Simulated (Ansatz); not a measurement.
Space group Pm-3m (No. 221). a = 3.780 Å, b = 3.780 Å, c = 3.780 Å, α = 90.00°, β = 90.00°, γ = 90.00°
```json
{"atom": "Cu", "site": "3c", "symmetry": "4/mm.m", "x": "0.0000", "y": "0.5000", "z": "0.5000"}
{"atom": "Au", "site": "1a", "symmetry": "m-3m", "x": "0.0000", "y": "0.0000", "z": "0.0000"}
```

Equation of state of this Cu3Au structure (not necessarily the ground state), with shape and atoms relaxed at each volume where symmetry leaves them free. It has no gap at any of these volumes. The calculation used DFT PBE, scalar-relativistic, plane waves, PAW (Ansatz).

Plane waves to 420 eV, a k mesh through Γ of 12×12×12 on the computed 4-atom cell and Gaussian smearing (0.10 eV); no spin polarisation.

```
V (Å³/atom) E − E(largest V) (meV/atom) P (GPa)
     11.885                        63.93    25.41
     12.290                        10.32    17.20
     12.695                       -24.33    10.38
     13.100                       -43.21     4.71
     13.506                       -49.01     0.02
     13.911                       -43.96    -3.87
     14.316                       -29.96    -7.08
     14.856                         0.00   -10.50
```

**Question.** Fit a third-order Birch–Murnaghan equation to E(V).

**Answer.** V0 = 13.51 Å³/atom, B0 = 142 GPa, B0' = 5.2.

Spin-orbit coupling is left out, which matters for the bands of heavy elements.